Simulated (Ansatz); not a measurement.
# AlAsH (buck sheet): the cost of one run

Computed with Ansatz 0.2.0 (DFT PBE, scalar-relativistic, plane waves, PAW, unless a step's input says otherwise).

3 further runs of the same task are left out: 3 set aside as unsound or not needed. Runs told in other sessions of the task aren't counted.

## 1. The starting structure

The structure is trigonal, space group P3m1 (No. 156). The conventional cell has a = 4.058 Å, b = 4.058 Å, c = 24.793 Å, α = 90.00°, β = 90.00°, γ = 120.00°. Al (site symmetry 3m) has 3 As at 2.38 Å in its first shell of neighbours. As (site symmetry 3m) is surrounded by 3 Al at 2.38 Å.

Coordinates:

```
Al As
1.0
     4.05826    0.00000    0.00000
    -2.02913    3.51456    0.00000
     0.00000    0.00000   24.79264
Al As
1 1
Direct
  0.33333 0.66667 0.36419
  0.66667 0.33333 0.38186
```

This sheet was relaxed beforehand with the same method; its gap on the mesh is 1.69 eV.

## 2. The armchair ribbon, N = 4 with H caps

The ribbon is cut from the relaxed sheet, periodic along c; N counts formula units a period. The edge energy is the mean of both edges over the sheet, -2696.8038 eV an atom. Each H cap counts from half an H2 molecule (-15.872 eV in a separate run).

The cell holds 4 Al, 4 As, 4 H: a = 17.800 Å, b = 9.700 Å, c = 7.029 Å, α = 90.00°, β = 90.00°, γ = 90.00°.

## 3. Relaxing it

Pressure and volume refer to the whole cell with its vacuum; only the period along c may change.

Input file input.yaml:

```yaml
crystal:
  lattice:
    - [17.8, 0.0, 0.0]
    - [0.0, 9.7, 0.0]
    - [0.0, 0.0, 7.0291140696]
  atoms:
    - { symbol: Al, position: [0.6709941391, 0.4774173181, 0.3333333333] }
    - { symbol: Al, position: [0.4430019536, 0.4774173181, 0.3333333333] }
    - { symbol: Al, position: [0.5569980464, 0.4774173181, 0.8333333333] }
    - { symbol: Al, position: [0.3290058609, 0.4774173181, 0.8333333333] }
    - { symbol: As, position: [0.5569980464, 0.5225826819, 0.1666666667] }
    - { symbol: As, position: [0.6709941391, 0.5225826819, 0.6666666667] }
    - { symbol: As, position: [0.3290058609, 0.5225826819, 0.1666666667] }
    - { symbol: As, position: [0.4430019536, 0.5225826819, 0.6666666667] }
    - { symbol: H, position: [0.7475129861, 0.5077341604, 0.2214598395] }
    - { symbol: H, position: [0.2524870139, 0.5077341604, 0.7214598395] }
    - { symbol: H, position: [0.7436870437, 0.4937816817, 0.7729464858] }
    - { symbol: H, position: [0.2563129563, 0.4937816817, 0.2729464858] }
basis:
  ecutwfc: 420
kpoints:
  mp_grid: { grid: [1, 1, 5] }
hamiltonian:
  xc: pbe
scf:
  occupations: { method: gaussian, width: 0.05 }
output:
  forces: true
  stress: true
  eigenvalues: true
  populations: true
  write_density: true
  write_potential: true
  elf: true
  volumetric_format: npy
relax:
  adjacent_minimum: "off"
  f_tol: 0.02
  max_steps: 45
  cell: { fix: [a, b, alpha, beta, gamma], stress_tol: 0.03 }
```

Started as:

```console
> ansatz run input.yaml --threads 4 --pin off --max-ram 11264MiB --backend cpu --events-out ev --progress --plain --runs-dir out
```

**Question.** How long does this run take on 4 threads of Arm Neoverse V1, shared host, and how much memory does it need?

About 2.3 min, with a peak of 1.3 GiB.
